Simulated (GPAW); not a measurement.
# Sn (Immm) in GPAW: notebook, part 2 of 2

GPAW 26.7.0. Earlier steps stand in the parts before.

**4. Fermi surface, AM05**

run.py

```python
import json
import numpy as np
from ase.dft.bandgap import bandgap
from ase.io import read, write
from ase.units import GPa
from gpaw import GPAW, PW, setup_paths

setup_paths.insert(0, '.')

atoms = read('POSCAR')

calc = GPAW(mode=PW(510),
            xc='AM05',
            kpts={'size': (11, 11, 11), 'gamma': True},
            occupations={'name': 'fermi-dirac', 'width': 0.05},
            nbands=14,
            convergence={'density': 1e-05, 'energy': 1e-05},
            maxiter=150,
            txt='gpaw.txt')
atoms.calc = calc
energy = atoms.get_potential_energy()
forces = atoms.get_forces()
stress = atoms.get_stress()
calc.write('gs.gpw')
write('result.traj', atoms)
print(f'Energy: {energy:.6f} eV')
print('Forces (eV/A):')
print(forces.round(4))
print('Stress (GPa):', (stress / GPa).round(3))
print('Fermi level:', round(calc.get_fermi_level(), 4), 'eV')
print(f'Gap: {bandgap(calc)[0]:.4f} eV, direct: {bandgap(calc, direct=True)[0]:.4f} eV')

size = (18, 18, 18)
dense = calc.fixed_density(kpts={'size': size, 'gamma': True}, update_fermi_level=True,
                           convergence={'bands': 'CBM+2.0', 'eigenstates': 1e-7}, txt='dense.txt')
ef = dense.get_fermi_level()
index = np.round(dense.get_bz_k_points() * size).astype(int) % size
recip = 2 * np.pi * atoms.cell.reciprocal()
sheets = []
for s, e_kn in enumerate(dense.eigenvalues()):
    for n in range(e_kn.shape[1] - 2):
        if e_kn[:, n].min() < ef < e_kn[:, n].max():
            e = np.empty(size)
            e[tuple(index.T)] = e_kn[dense.get_bz_to_ibz_map(), n] - ef
            de = np.array([(np.roll(e, -1, c) - np.roll(e, 1, c)) * size[c] / 2 for c in range(3)])
            v = np.linalg.norm(np.einsum('vc,cxyz->vxyz', np.linalg.inv(recip), de), axis=0)
            w = np.exp(-(e / 0.1)**2) / (0.1 * np.pi**0.5)
            sheets.append({'spin': s, 'band': n, 'filled': (e < 0).mean(), 'dos': w.mean(), 'bottom': e.min(), 'top': e.max(),
                           'velocity': (w * v).sum() / w.sum() * 1.519267e5, 'slice': e[:, :, 0].round(3).tolist()})
            print(f'spin {s} band {n}: filled share {sheets[-1]["filled"]:.3f}, from {e.min():.3f} to {e.max():.3f} eV,',
                  f'{w.mean():.3f} states/eV, mean velocity {sheets[-1]["velocity"]:.3e} m/s')
print('Fermi level on the dense mesh:', round(ef, 4), 'eV,', len(sheets), 'sheets')
json.dump({'ef': ef, 'sheets': sheets}, open('fermi.json', 'w'))
```

POSCAR

```
Sn
1.0
   -1.7265390000      1.7755470000      2.3383420000
    1.7265390000     -1.7755470000      2.3383420000
    1.7265390000      1.7755470000     -2.3383420000
Sn
1
Direct
    0.0000000000      0.0000000000      0.0000000000
```

Potentials or basis: PAW data sets generated in the run's folder for this functional, pw.

The run is started by

```sh
$ gpaw-setup -f AM05 Sn
$ OMP_NUM_THREADS=1 python run.py
```

gpaw.txt:

```text
__  _  _
 | _ |_)|_||  |
 |__||  | ||/\| - 26.7.0

Input parameters:
  mode=PW(ecut=510.0),
  convergence={'density': 1e-05, 'energy': 1e-05},
  kpts=MonkhorstPack(size=(11, 11, 11), gamma=True),
  maxiter=150,
  nbands=14,
  occupations=Occupations(name='fermi-dirac', width=0.05),
  xc=XC(name='AM05')

Diagonalizing LCAO Hamiltonian
Converting LCAO to pw mode

       Sn

Atoms  # Å, Bohr magnetons
|   | symbol |        x |        y |        z |    initial magnetic moments |
|---|--------|----------|----------|----------|-----------------------------|
| 0 |     Sn | 0.000000 | 0.000000 | 0.000000 | ( 0.0000,  0.0000,  0.0000) |

Unit cell  # Å
| periodic |         x |         y |         z |  lengths |     angles |
|----------|-----------|-----------|-----------|----------|------------|
|      yes | -1.726539 |  1.775547 |  2.338342 | 3.406075 | 119.084898 |
|      yes |  1.726539 | -1.775547 |  2.338342 | 3.406075 | 117.162588 |
|      yes |  1.726539 |  1.775547 | -2.338342 | 3.406075 |  93.289317 |

Number of symmetries: 8
Symmetry operations  # r_c * U_cc + t_c -> r_c
|   | kind |            matrix            |
|---|------|------------------------------|
| 0 |  σ   |  1, 1, 1,  0, 0,-1,  0,-1, 0 |
| 1 |  E   |  1, 0, 0,  0, 1, 0,  0, 0, 1 |
| 2 |  C2  |  0, 1, 0,  1, 0, 0, -1,-1,-1 |
| 3 |  C2  |  0, 0, 1, -1,-1,-1,  1, 0, 0 |
| 4 |  σ   |  0, 0,-1,  1, 1, 1, -1, 0, 0 |
| 5 |  σ   |  0,-1, 0, -1, 0, 0,  1, 1, 1 |
| 6 |  i   | -1, 0, 0,  0,-1, 0,  0, 0,-1 |
[... 101 lines left out ...]
  name: AM05 with 2 nearest neighbor stencil

convergence criteria:
- Maximum integral of absolute [dens]ity change: 1e-05 electrons / valence electron
- Maximum [total energy] change in last 3 cyles: 1e-05 eV / valence electron
- Maximum integral of absolute [eigenst]ate change: 4e-08 eV^2 / valence electron
maximum number of iterations: 150

SCF iterations
|iter     | |      energy | eigst |  dens |
|---------|-|-------------|-------|-------|
|iter:   1| |   -4.140404 | -0.29 |       |
|iter:   2| |   -4.139329 | -2.82 | -1.74 |
|iter:   3| |   -4.127130 | -2.85 | -1.77 |
|iter:   4| |   -4.127112 | -4.37 | -2.35 |
|iter:   5| |   -4.127155c| -5.00 | -3.01 |
|iter:   6| |   -4.127160c| -6.29 | -3.94 |
|iter:   7| |   -4.127160c| -7.40 | -4.56 |
|iter:   8| |   -4.127160c| -8.35c| -5.22c|

Converged in 8 steps
Energy contributions relative to reference atoms: (reference = -167871.856213)

Energy contributions:
  Kinetic:           2.450290
  Coulomb:          -2.842239
  Zero:             -0.003222
  External:          0.000000
  Xc:               -3.730212
  Entropy:          -0.003556
  Spinorbit:         0.000000
  ----------------------------
  Free energy:      -4.128938
  Extrapolated:     -4.127160

dipole moment: (-5.859434, -6.025755, -7.935738)  # |e|*Ang

Fermi level: 6.581
Eigenvalues  # (at kpt = [0.000, 0.000, 0.000])
| band index |      eig [eV] | occ [0-2] |
|------------|---------------|-----------|
|          0 |       -14.918 |     2.000 |
|          1 |       -14.903 |     2.000 |
|          2 |       -14.884 |     2.000 |
|          3 |       -14.855 |     2.000 |
|          4 |       -14.820 |     2.000 |
|          5 |        -4.170 |     2.000 |
|          6 |        13.619 |     0.000 |
|          7 |        13.765 |     0.000 |
|          8 |        14.167 |     0.000 |
|          9 |        17.219 |     0.000 |
|         10 |        17.704 |     0.000 |
|         11 |        18.192 |     0.000 |
|         12 |        18.370 |     0.000 |
|         13 |        19.709 |     0.000 |

No gap
No difference between direct/indirect transitions

Forces  # eV/Ang
|       x |       y |       z |
|---------|---------|---------|
| 0.00000 | 0.00000 | 0.00000 |  # Sn   0

Stress tensor  # eV/Ang^3
|        x |        y |        z |
|----------|----------|----------|
| 0.022428 | 0.000000 | 0.000000 |
| 0.000000 | 0.032724 | 0.000000 |
| 0.000000 | 0.000000 | 0.024159 |

# Writing to gs.gpw (mode='')
```

stdout:

```text
Energy: -4.127160 eV
Forces (eV/A):
[[0. 0. 0.]]
Stress (GPa): [3.593 5.243 3.871 0.    0.    0.   ]
Fermi level: 6.5812 eV
Gap: 0.0000 eV, direct: 0.0000 eV
spin 0 band 6: filled share 0.773, from -4.421 to 7.023 eV, 0.105 states/eV, mean velocity 1.601e+06 m/s
spin 0 band 7: filled share 0.226, from -1.933 to 7.168 eV, 0.167 states/eV, mean velocity 1.254e+06 m/s
spin 0 band 8: filled share 0.002, from -0.312 to 7.570 eV, 0.013 states/eV, mean velocity 5.706e+05 m/s
Fermi level on the dense mesh: 6.5966 eV, 3 sheets
```

Run time: 81 s. Hardware: 1 thread of Intel Xeon 6975P-C (Granite Rapids), shared host; peak memory 0.46 GiB.

Results:

```
Free energy            : -4.1289 eV
Pressure               : -4.2 GPa
Band gap on the k mesh : none (metal or under the smearing width)
```

Caveat: the cutoff is short for stress and forces, so pressures can be off by a GPa or more.

**5. Fermi surface, WC**

run.py: that of step 4 with these lines changed.

```diff
@@ -12,3 +12,3 @@
 calc = GPAW(mode=PW(510),
-            xc='AM05',
+            xc='WC',
             kpts={'size': (11, 11, 11), 'gamma': True},
```

POSCAR is that of step 4.

Potentials or basis: PAW data sets generated in the run's folder for this functional, pw.

The run is started by

```sh
$ gpaw-setup -f WC Sn
$ OMP_NUM_THREADS=1 python run.py
```

gpaw.txt:

```text
__  _  _
 | _ |_)|_||  |
 |__||  | ||/\| - 26.7.0

Input parameters:
  mode=PW(ecut=510.0),
  convergence={'density': 1e-05, 'energy': 1e-05},
  kpts=MonkhorstPack(size=(11, 11, 11), gamma=True),
  maxiter=150,
  nbands=14,
  occupations=Occupations(name='fermi-dirac', width=0.05),
  xc=XC(name='WC')

Diagonalizing LCAO Hamiltonian
Converting LCAO to pw mode

       Sn

Atoms  # Å, Bohr magnetons
|   | symbol |        x |        y |        z |    initial magnetic moments |
|---|--------|----------|----------|----------|-----------------------------|
| 0 |     Sn | 0.000000 | 0.000000 | 0.000000 | ( 0.0000,  0.0000,  0.0000) |

Unit cell  # Å
| periodic |         x |         y |         z |  lengths |     angles |
|----------|-----------|-----------|-----------|----------|------------|
|      yes | -1.726539 |  1.775547 |  2.338342 | 3.406075 | 119.084898 |
|      yes |  1.726539 | -1.775547 |  2.338342 | 3.406075 | 117.162588 |
|      yes |  1.726539 |  1.775547 | -2.338342 | 3.406075 |  93.289317 |

[... 133 lines left out ...]
Energy contributions relative to reference atoms: (reference = -167990.348367)

Energy contributions:
  Kinetic:           1.799919
  Coulomb:          -2.286180
  Zero:              0.006909
  External:          0.000000
  Xc:               -3.900343
  Entropy:          -0.003495
  Spinorbit:         0.000000
  ----------------------------
  Free energy:      -4.383191
  Extrapolated:     -4.381444

dipole moment: (-5.865972, -6.032478, -7.944593)  # |e|*Ang

Fermi level: 6.516
Eigenvalues  # (at kpt = [0.000, 0.000, 0.000])
| band index |      eig [eV] | occ [0-2] |
|------------|---------------|-----------|
|          0 |       -14.932 |     2.000 |
|          1 |       -14.917 |     2.000 |
|          2 |       -14.898 |     2.000 |
|          3 |       -14.868 |     2.000 |
|          4 |       -14.832 |     2.000 |
|          5 |        -4.241 |     2.000 |
|          6 |        13.496 |     0.000 |
|          7 |        13.644 |     0.000 |
|          8 |        14.041 |     0.000 |
|          9 |        17.256 |     0.000 |
|         10 |        17.651 |     0.000 |
|         11 |        18.152 |     0.000 |
|         12 |        18.313 |     0.000 |
|         13 |        19.774 |     0.000 |

No gap
No difference between direct/indirect transitions

Forces  # eV/Ang
|       x |       y |       z |
|---------|---------|---------|
| 0.00000 | 0.00000 | 0.00000 |  # Sn   0

Stress tensor  # eV/Ang^3
|        x |        y |        z |
|----------|----------|----------|
| 0.021002 | 0.000000 | 0.000000 |
| 0.000000 | 0.031121 | 0.000000 |
| 0.000000 | 0.000000 | 0.022689 |

# Writing to gs.gpw (mode='')
```

Wall time 79 s (1 thread of Intel Xeon 6975P-C (Granite Rapids), shared host); peak memory 0.47 GiB.

Results:

* Free energy: -4.3832 eV
* Pressure: -4.0 GPa
* Band gap on the k mesh: none (metal or under the smearing width)

Stress tensor (GPa, compression positive):
```
-3.36  0.00  0.00
 0.00 -4.99  0.00
 0.00  0.00 -3.64
```

Caveat: the cutoff is short for stress and forces, so pressures can be off by a GPa or more.

**6. Fermi surface, revPBE**

run.py: that of step 5 with these lines changed.

```diff
@@ -5,5 +5,3 @@
 from ase.units import GPa
-from gpaw import GPAW, PW, setup_paths
-
-setup_paths.insert(0, '.')
+from gpaw import GPAW, PW
 
@@ -12,3 +10,3 @@
 calc = GPAW(mode=PW(510),
-            xc='WC',
+            xc='revPBE',
             kpts={'size': (11, 11, 11), 'gamma': True},
```

POSCAR is that of step 5.

Potentials or basis: the program's PAW data sets (release 1.2.1) made for this functional, pw.

The run is started by

```sh
$ OMP_NUM_THREADS=1 python run.py
```

gpaw.txt:

```text
__  _  _
 | _ |_)|_||  |
 |__||  | ||/\| - 26.7.0

Input parameters:
  mode=PW(ecut=510.0),
  convergence={'density': 1e-05, 'energy': 1e-05},
  kpts=MonkhorstPack(size=(11, 11, 11), gamma=True),
  maxiter=150,
  nbands=14,
  occupations=Occupations(name='fermi-dirac', width=0.05),
  xc=XC(name='revPBE')

Diagonalizing LCAO Hamiltonian
Converting LCAO to pw mode

       Sn

Atoms  # Å, Bohr magnetons
|   | symbol |        x |        y |        z |    initial magnetic moments |
|---|--------|----------|----------|----------|-----------------------------|
| 0 |     Sn | 0.000000 | 0.000000 | 0.000000 | ( 0.0000,  0.0000,  0.0000) |

Unit cell  # Å
| periodic |         x |         y |         z |  lengths |     angles |
|----------|-----------|-----------|-----------|----------|------------|
|      yes | -1.726539 |  1.775547 |  2.338342 | 3.406075 | 119.084898 |
|      yes |  1.726539 | -1.775547 |  2.338342 | 3.406075 | 117.162588 |
|      yes |  1.726539 |  1.775547 | -2.338342 | 3.406075 |  93.289317 |

Number of symmetries: 8
Symmetry operations  # r_c * U_cc + t_c -> r_c
|   | kind |            matrix            |
[... 133 lines left out ...]
  Kinetic:           4.080403
  Coulomb:          -4.290901
  Zero:              0.007009
  External:          0.000000
  Xc:               -3.475843
  Entropy:          -0.003606
  Spinorbit:         0.000000
  ----------------------------
  Free energy:      -3.682938
  Extrapolated:     -3.681136

dipole moment: (-5.836334, -6.001999, -7.904452)  # |e|*Ang

Fermi level: 6.781
Eigenvalues  # (at kpt = [0.000, 0.000, 0.000])
| band index |      eig [eV] | occ [0-2] |
|------------|---------------|-----------|
|          0 |       -14.813 |     2.000 |
|          1 |       -14.798 |     2.000 |
|          2 |       -14.780 |     2.000 |
|          3 |       -14.751 |     2.000 |
|          4 |       -14.716 |     2.000 |
|          5 |        -3.956 |     2.000 |
|          6 |        13.836 |     0.000 |
|          7 |        13.980 |     0.000 |
|          8 |        14.387 |     0.000 |
|          9 |        17.434 |     0.000 |
|         10 |        17.853 |     0.000 |
|         11 |        18.367 |     0.000 |
|         12 |        18.519 |     0.000 |
|         13 |        20.042 |     0.000 |

No gap
No difference between direct/indirect transitions

Forces  # eV/Ang
|       x |       y |        z |
|---------|---------|----------|
| 0.00000 | 0.00000 | -0.00000 |  # Sn   0

Stress tensor  # eV/Ang^3
|        x |        y |        z |
|----------|----------|----------|
| 0.000094 | 0.000000 | 0.000000 |
| 0.000000 | 0.010637 | 0.000000 |
| 0.000000 | 0.000000 | 0.002003 |

# Writing to gs.gpw (mode='')
```

Wall time 85 s (1 thread of Intel Xeon 6975P-C (Granite Rapids), shared host); peak memory 0.46 GiB.

What came out:

| Property | Result |
| --- | --- |
| Free energy | -3.6829 eV |
| Pressure | -0.7 GPa |
| Band gap on the k mesh | none (metal or under the smearing width) |

Caveat: the cutoff is short for stress and forces, so pressures can be off by a GPa or more.

**7. Fermi surface, SCAN**

run.py: that of step 6 with these lines changed.

```diff
@@ -10,3 +10,3 @@
 calc = GPAW(mode=PW(510),
-            xc='revPBE',
+            xc='MGGA_X_SCAN+MGGA_C_SCAN',
             kpts={'size': (11, 11, 11), 'gamma': True},
```

POSCAR is that of step 6.

Potentials or basis: GPAW PAW data sets (gpaw-data 1.2.1), pw.

The run is started by

```sh
$ OMP_NUM_THREADS=1 python run.py
```

gpaw.txt:

```text
__  _  _
 | _ |_)|_||  |
 |__||  | ||/\| - 26.7.0

Input parameters:
  mode=PW(ecut=510.0),
  convergence={'density': 1e-05, 'energy': 1e-05},
  kpts=MonkhorstPack(size=(11, 11, 11), gamma=True),
  maxiter=150,
  nbands=14,
  occupations=Occupations(name='fermi-dirac', width=0.05),
  xc=XC(name='MGGA_X_SCAN+MGGA_C_SCAN')

Diagonalizing LCAO Hamiltonian
Converting LCAO to pw mode

       Sn

Atoms  # Å, Bohr magnetons
|   | symbol |        x |        y |        z |    initial magnetic moments |
|---|--------|----------|----------|----------|-----------------------------|
| 0 |     Sn | 0.000000 | 0.000000 | 0.000000 | ( 0.0000,  0.0000,  0.0000) |

Unit cell  # Å
| periodic |         x |         y |         z |  lengths |     angles |
|----------|-----------|-----------|-----------|----------|------------|
|      yes | -1.726539 |  1.775547 |  2.338342 | 3.406075 | 119.084898 |
|      yes |  1.726539 | -1.775547 |  2.338342 | 3.406075 | 117.162588 |
|      yes |  1.726539 |  1.775547 | -2.338342 | 3.406075 |  93.289317 |

Number of symmetries: 8
Symmetry operations  # r_c * U_cc + t_c -> r_c
|   | kind |            matrix            |
|---|------|------------------------------|
| 0 |  σ   |  1, 1, 1,  0, 0,-1,  0,-1, 0 |
| 1 |  E   |  1, 0, 0,  0, 1, 0,  0, 0, 1 |
| 2 |  C2  |  0, 1, 0,  1, 0, 0, -1,-1,-1 |
| 3 |  C2  |  0, 0, 1, -1,-1,-1,  1, 0, 0 |
| 4 |  σ   |  0, 0,-1,  1, 1, 1, -1, 0, 0 |
| 5 |  σ   |  0,-1, 0, -1, 0, 0,  1, 1, 1 |
| 6 |  i   | -1, 0, 0,  0,-1, 0,  0, 0,-1 |
| 7 |  C2  | -1,-1,-1,  0, 0, 1,  0, 1, 0 |

BZ-sampling:
[... 104 lines left out ...]
maximum number of iterations: 150

SCF iterations
|iter     | |      energy | eigst |  dens |
|---------|-|-------------|-------|-------|
|iter:   1| |  -30.970578 | -0.23 |       |
|iter:   2| |  -30.125799 | -1.03 | -1.81 |
|iter:   3| |  -30.127619 | -2.93 | -1.90 |
|iter:   4| |  -30.131880 | -3.39 | -2.02 |
|iter:   5| |  -30.135519 | -3.47 | -2.15 |
|iter:   6| |  -30.136788 | -3.54 | -2.24 |
|iter:   7| |  -30.136960 | -4.47 | -2.58 |
|iter:   8| |  -30.137044 | -5.10 | -2.81 |
|iter:   9| |  -30.137096c| -5.02 | -3.02 |
|iter:  10| |  -30.137093c| -6.52 | -3.70 |
|iter:  11| |  -30.137092c| -6.59 | -4.06 |
|iter:  12| |  -30.137092c| -7.91c| -4.68 |
|iter:  13| |  -30.137093c| -8.37c| -5.42c|

Converged in 13 steps
Energy contributions relative to reference atoms: (reference = -168010.693307)

Energy contributions:
  Kinetic:           4.274301
  Coulomb:          -4.297200
  Zero:             -0.097816
  External:          0.000000
  Xc:              -30.014626
  Entropy:          -0.003503
  Spinorbit:         0.000000
  ----------------------------
  Free energy:     -30.138844
  Extrapolated:    -30.137093

dipole moment: (-5.829112, -5.994572, -7.894671)  # |e|*Ang

Fermi level: 6.433
Eigenvalues  # (at kpt = [0.000, 0.000, 0.000])
| band index |      eig [eV] | occ [0-2] |
|------------|---------------|-----------|
|          0 |       -15.595 |     2.000 |
|          1 |       -15.577 |     2.000 |
|          2 |       -15.556 |     2.000 |
|          3 |       -15.523 |     2.000 |
|          4 |       -15.477 |     2.000 |
|          5 |        -5.011 |     2.000 |
|          6 |        13.800 |     0.000 |
|          7 |        13.987 |     0.000 |
|          8 |        14.391 |     0.000 |
|          9 |        18.251 |     0.000 |
|         10 |        18.288 |     0.000 |
|         11 |        18.959 |     0.000 |
|         12 |        18.964 |     0.000 |
|         13 |        21.307 |     0.000 |

No gap
No difference between direct/indirect transitions

Forces  # eV/Ang
|       x |       y |       z |
|---------|---------|---------|
| 0.00000 | 0.00000 | 0.00000 |  # Sn   0

Stress tensor  # eV/Ang^3
|        x |        y |        z |
|----------|----------|----------|
| 0.012714 | 0.000000 | 0.000000 |
| 0.000000 | 0.021652 | 0.000000 |
| 0.000000 | 0.000000 | 0.016050 |

# Writing to gs.gpw (mode='')
```

Run time: 4.7 min. Hardware: 1 thread of Intel Xeon 6975P-C (Granite Rapids), shared host; peak memory 0.55 GiB.

What came out:

| Property | Result |
| --- | --- |
| Free energy | -30.1388 eV |
| Pressure | -2.7 GPa |
| Band gap on the k mesh | none (metal or under the smearing width) |

Levels at points of the mesh, in eV from the Fermi level:
```tsv
k point	band 3	band 4	band 5	band 6	band 7	band 8	band 9	band 10
(0.00, 0.00, 0.00)	-21.99	-21.96	-21.91	-11.44	7.37	7.55	7.96	11.82
```

Caveat: the cutoff is short for stress and forces, so pressures can be off by a GPa or more; the PAW data sets were made with another functional, which shifts forces and pressure a little.

**8. Summary**

| level | potentials or basis | gap on the mesh (eV) | pressure (GPa) |
| --- | --- | --- | --- |
| r2SCAN | GPAW PAW data sets (gpaw-data 1.2.1), pw | none | -2.7 |
| RPBE | the program's PAW data sets (release 1.2.1) made for this functional, pw | none | -0.3 |
| AM05 | PAW data sets generated in the run's folder for this functional, pw | none | -4.2 |
| WC | PAW data sets generated in the run's folder for this functional, pw | none | -4.0 |
| revPBE | the program's PAW data sets (release 1.2.1) made for this functional, pw | none | -0.7 |
| SCAN | GPAW PAW data sets (gpaw-data 1.2.1), pw | none | -2.7 |

Alike in all rows: task Fermi surface; no spin polarisation; cell as given; k mesh 11 × 11 × 11; cutoff (eV) 510; smearing fermi-dirac 0.05 eV.

Caveats: the cutoff is short for stress and forces, so pressures can be off by a GPa or more; the PAW data sets were made with another functional, which shifts forces and pressure a little (some runs).

Absolute energies hang on the potentials; compare differences alone.
